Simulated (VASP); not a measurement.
Input of a VASP 6.6.1 run:

INCAR

```
PREC = Accurate
ENCUT = 520
EDIFF = 1E-6
ISMEAR = -1
SIGMA = 0.05
LREAL = Auto
LASPH = True
NELM = 100
ALGO = Normal
ISIF = 2
LWAVE = False
LCHARG = False
GGA = PE
IVDW = 12
NBANDS = 82
```

KPOINTS

```
regular mesh
0
Gamma
  1 1 1
```

Contents of POSCAR:

```
CO2
1.0
    8.0824800000      0.0000000000      0.0000000000
    0.0000000000      8.0824800000      0.0000000000
    0.0000000000      0.0000000000      8.0824800000
C O
8 16
Direct
    0.6809290511      0.0258617217      0.2522740245
    0.3368407188      0.6055529827      0.6183667193
    0.9229181560      0.8472294188      0.7969030818
    0.9165750444      0.3597141075      0.7757864137
    0.2505956170      0.9982284111      0.1152050720
    0.3494784552      0.1027317401      0.6578334735
    0.2012355389      0.5411871282      0.1434473527
    0.7009457628      0.5210522784      0.2186839255
    0.7455007228     -0.0991446637      0.2856160891
    0.6157328394      0.1506662946      0.2181644023
    0.2687013492      0.7270887725      0.6572200616
    0.4068249635      0.4846639032      0.5800981130
    0.9628619144      0.7976987311      0.9272483558
    0.8815678325      0.8968182824      0.6676641999
    0.8593168380      0.2632530188      0.8672986001
    0.9721279917      0.4572264536      0.6843636074
    0.3459055298      0.9235752068      0.0355755322
    0.1562394674      1.0730873829      0.1953363724
    0.2271456629      0.1373388561      0.7271044521
    0.4718428998      0.0680558181      0.5888909240
    0.1975418697      0.4541654957      0.0278268367
    0.2044619913      0.6282029052      0.2590156549
    0.5863757754      0.5538134674      0.1362807894
    0.8158592082      0.4886239866      0.3003486460
```

Potentials or basis: VASP PAW PBE potentials, release 64 (C, O).

Launch:

```sh
$ cat potpaw_PBE.64/C/POTCAR potpaw_PBE.64/O/POTCAR > POTCAR
$ mpirun -np 1 vasp_gam > vasp.out
```

Q: Predict the pressure.

A: 0.7 GPa.

Q: Predict the band gap on the k mesh.

A: 6.45 eV, direct.

Stress tensor (GPa, compression positive):
```
 0.63 -0.57 -0.09
-0.57  0.73  0.03
-0.09  0.03  0.83
```

Caveat: the standard files for N, O and F lose accuracy on very short bonds. Expect the measured gap to be larger: semilocal functionals such as PBE lack the derivative discontinuity.
